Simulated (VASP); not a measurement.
Data:

```yaml
crystal:
  lattice:
    - [1.35000, -2.33827, 0.00000]
    - [1.35000, 2.33827, 0.00000]
    - [0.00000, 0.00000, 4.38000]
  atoms:
    - { symbol: Be, position: [0.66667, 0.33333, 0.50000] }
    - { symbol: Be, position: [0.33333, 0.66667, 0.00000] }
    - { symbol: O, position: [0.66667, 0.33333, 0.87800] }
    - { symbol: O, position: [0.33333, 0.66667, 0.37800] }
```

Calculation: PBE GGA, VASP's PBE PAW potentials (set 64) (plane waves; VASP). Settings: 520 eV cut-off, 7×7×4 Γ-centred mesh, Gaussian smearing of 0.050 eV, potentials Be O.

Task: What does the run give for the energy per atom (σ→0), pressure?

Result: 
| Property | Value |
|---|---|
| energy per atom (σ→0) | -7.114 eV/atom |
| pressure | 3.43 GPa |

Total energies compare only between runs with the same potentials, cut-off and functional.

The compound is BeO in the wurtzite structure. The cell was not relaxed at this level.
